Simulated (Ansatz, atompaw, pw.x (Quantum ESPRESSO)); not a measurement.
## aluminium: one change to the PAW (atompaw) potential, in the atom and in the bcc crystal

* Element: aluminium (Al)
* Generator: atompaw 4.2.0.5
* Type: PAW
* Functional: PBE
* Relativity: scalar-relativistic
* Frozen core: [Ne]
* Valence charge: 3
* Reference configuration: 3s1.5 3p1.5
* Partial waves: 3s (bound): rc 2.50 bohr; 3s channel at 0.25 Ry: rc 2.50 bohr; 3p (bound): rc 2.00 bohr; 3p channel at 1.65 Ry: rc 2.50 bohr; 3d channel at 0.2 Ry: rc 2.50 bohr; 3d channel at 1.15 Ry: rc 2.50 bohr
* Local potential: troulliermartins scheme with l = 3 at 0.5 Ry, radius 2.05 bohr
* Core correction: smooth core density matched at 1.80 bohr
* Augmentation charge: besselshape compensation charge, radius 2.50 bohr; PAW radius 2.50 bohr; waves and projectors: custom polynom2 7 10 vanderbiltortho

Change: local potential troulliermartins scheme with l = 3 at 0.5 Ry, radius 1.82 bohr.

Cutoffs, loose and tight: the cutoffs (Ry, on a coarse ladder) from which the occupation-weighted sum of valence levels, in a spherical-Bessel basis at the reference potential, stays within 10 and 1 mRy of its value at 400 Ry. They see the waves and projectors alone, not the compensation charge or the core.

Crystal test: bcc Al in pw.x 7.5, no spin, 14³ k-points, Fermi–Dirac smearing 0.01 Ry, cutoffs set for each file from its atomic test. The reference is all-electron LAPW (Ansatz 0.2.0) with the same functional, mesh and smearing; V0 and B0 come from Birch–Murnaghan fits to the pressures at five volumes. Errors are pseudo minus all-electron; Δ is the rms difference of the E(V) curves that follow from these fits, minima aligned, over ±6 % about the mean V0. Mesh and smearing are coarse, so the numbers serve the comparison and aren't converged zero-temperature values; the lattice is a test structure that the element need not adopt.

All-electron: a0 = 3.237 Å (V0 = 16.96 Å³/atom), B0 = 68.4 GPa.

**Question.** Does the change bring the crystal closer to the all-electron result?

**Answer.** The mean pressure error goes from -0.11 to -0.18 GPa, so the change moves the solid further from the all-electron pressures.

```tsv
quantity	base	changed
outcome (atom)	generated	generated
cutoff, loose (atom)	8 Ry	8 Ry
cutoff, tight (atom)	15 Ry	15 Ry
bound ghosts (atom)	none	none
cutoffs in pw.x (Ry)	40/400	40/400
a0 (Å)	3.235	3.234
a0 error (%)	-0.06	-0.09
B0 error (%)	+1.0	+1.3
Δ (meV/atom)	0.4	0.7
mean pressure error (GPa)	-0.11	-0.18
```

 The atomic cutoffs weigh occupied waves only.
